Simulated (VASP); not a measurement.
MoS2:

```
CELL_PARAMETERS angstrom
1.59215 0.91923 6.48210
-1.59215 0.91923 6.48210
0.00000 -1.83846 6.48210
ATOMIC_POSITIONS crystal
Mo 0.00022 0.00022 0.00022
S 0.58707 0.58707 0.58707
S 0.74670 0.74670 0.74670
```

Measurements of this composition are mostly on another form, of space group No. 194.

- Program: VASP 6.6.1
- Task: relaxation of cell and atoms
- Functional: LDA
- Potentials or basis: VASP PAW LDA potentials, release 64 (Mo_sv, S)
- Cutoff: 600 eV
- k mesh: 12 × 12 × 12
- Occupations: gaussian, width 0.02 eV
- Spin: no spin polarisation

At the start: pressure -5.6 GPa; volume 18.97 Å³/atom.

Task: Where does the relaxation end?

Result: Over 14 steps the energy falls by 23.8 meV/atom and the volume is 16.93 Å³/atom (-10.8 %); space group R3m (No. 160, to 0.05 Å).

Step by step:
```tsv
step	energy change (eV)	largest force (eV/Å)	pressure (GPa)	volume (Å³)
1	0.0000	0.3058	-5.56	56.92
2	0.0895	1.6575	11.86	51.66
3	-0.0379	0.3246	-0.23	54.99
4	-0.0379	0.3382	-0.12	54.95
5	-0.0455	0.0781	-0.12	54.44
6	-0.0455	0.0872	-0.13	54.46
7	-0.0472	0.0808	-0.18	54.31
8	-0.0522	0.0647	-0.33	53.85
9	-0.0611	0.0384	-0.52	52.94
10	-0.0710	0.0012	-0.51	51.09
11	-0.0615	0.2575	3.33	49.53
12	-0.0714	0.0457	0.12	50.83
13	-0.0702	0.1288	-0.23	50.61
14	-0.0715	0.0047	0.03	50.78
```

Final structure:
```yaml
crystal:
  lattice:
    - [1.56356, 0.90272, 5.99583]
    - [-1.56356, 0.90272, 5.99583]
    - [0.00000, -1.80544, 5.99583]
  atoms:
    - { symbol: Mo, position: [0.00025, 0.00025, 0.00025] }
    - { symbol: S, position: [0.58058, 0.58058, 0.58058] }
    - { symbol: S, position: [0.75317, 0.75317, 0.75317] }
```
